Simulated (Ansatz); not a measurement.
## BeS in Ansatz: the effect of functional

The system is BeS.

```
S Be
1.0
     0.00000    2.37550    2.37550
     2.37550    0.00000    2.37550
     2.37550    2.37550    0.00000
S Be
1 1
Direct
  0.75000 0.75000 0.75000
  0.00000 0.00000 0.00000
```

The cell isn't the ideal one: volume scaled by 0.94.

Alike in all runs:

```yaml
Program: Ansatz 0.2.0
Task: single point
Potentials_or_basis: Ansatz PAW
k_mesh: 9 × 9 × 9
Occupations: fermi-dirac, width 0.05 eV
Spin: no spin polarisation
```

| functional | cutoff | gap on the mesh (eV) | pressure (GPa) |
| --- | --- | --- | --- |
| LDA | 420 eV (not typed: the program's choice for these potentials) | 2.86 | 3.1 |
| PBEsol | 420 eV (not typed: the program's choice for these potentials) | 2.88 | 5.9 |
| r2SCAN | 500 eV (not typed: the program's choice for these potentials) | ? | ? |

What does the run with functional r2SCAN give?

gap on the mesh 3.52 eV; pressure 8.2 GPa.

Caveats: odd divisions of the mesh miss points on the zone boundary, where band edges often lie, so the gap on the mesh can be too wide; the PAW data sets come from PBE, with cores solved anew for the run's functional, which leaves a small shift of forces and pressure.

A k mesh can miss the band edges.

Runs at the PBE level aren't shown here.
